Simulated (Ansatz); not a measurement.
# Convergence notes, G0W0 on SrTe (Fm-3m)

SrTe (Fm-3m) from a database of computed structures, relaxed with r2SCAN; one-shot G0W0 in Ansatz without spin-orbit coupling. No spin polarisation and no zero-point or thermal motion.

```yaml
crystal:
  lattice:
    - [0.00000, 3.35266, 3.35266]
    - [3.35266, 0.00000, 3.35266]
    - [3.35266, 3.35266, 0.00000]
  atoms:
    - { symbol: Sr, position: [0.00000, 0.00000, 0.00000] }
    - { symbol: Te, position: [0.50000, 0.50000, 0.50000] }
```

Gaps are read over the mesh points alone. G0W0 here is at a finite number of bands, screening cutoff and k mesh, not at the basis limit.

| start | potentials | frequency model | mesh | empty bands | screening cutoff (eV) | Kohn-Sham gap (eV) | G0W0 gap (eV) |
| --- | --- | --- | --- | --- | --- | --- | --- |
| PBE | PAW | contour deformation | 4×4×4 | 224 | 120 | 1.76 | 2.87 |
| PBE | PAW | contour deformation | 4×4×4 | 558 | 220 | 1.76 | 2.94 |
| PBE | PAW | contour deformation | 4×4×4 | 1025 | 300 | 1.76 | 2.97 |
| HSE06 | PAW | contour deformation | 4×4×4 | 558 | 220 | 2.49 | 3.29 |
| r2SCAN | PAW | contour deformation | 4×4×4 | 558 | 220 | 2.16 | 3.20 |
| PBE0 | PAW | contour deformation | 4×4×4 | 558 | 220 | 3.15 | 3.50 |
| PBE | PAW | Godby-Needs pole | 4×4×4 | 558 | 220 | 1.76 | 2.92 |
| PBE | PAW | contour deformation | 6×6×6 | 122 | 80 | 1.77 | 2.78 |
| PBE | norm-conserving | contour deformation | 4×4×4 | 558 | 220 | 1.76 | 2.93 |

The quasiparticle gap on this mesh is 2.97 eV (Γ to X), against 1.76 eV from PBE: +1.21 eV. Renormalisation factors Z lie between 0.75 and 0.80.

Raising bands and cutoff together moves the gap by +0.07 eV (120 to 220 eV), then +0.03 eV (220 to 300 eV); the last step is small, which bounds nothing strictly. Starting from HSE06 (2.49 eV against PBE's 1.76 eV) gives 3.29 eV, +0.35 eV from G0W0@PBE at the same screening cutoff. Starting from r2SCAN (2.16 eV against PBE's 1.76 eV) gives 3.20 eV, +0.26 eV from G0W0@PBE at the same screening cutoff. Starting from PBE0 (3.15 eV against PBE's 1.76 eV) gives 3.50 eV, +0.56 eV from G0W0@PBE at the same screening cutoff. The Godby-Needs plasmon pole differs from contour deformation by -0.02 eV. Norm-conserving potentials (wave cutoff 1120 eV against 420 eV) shift the quasiparticle gap by -0.01 eV and the PBE gap by 0.00 eV. r2SCAN runs take a wave cutoff of 500 eV.
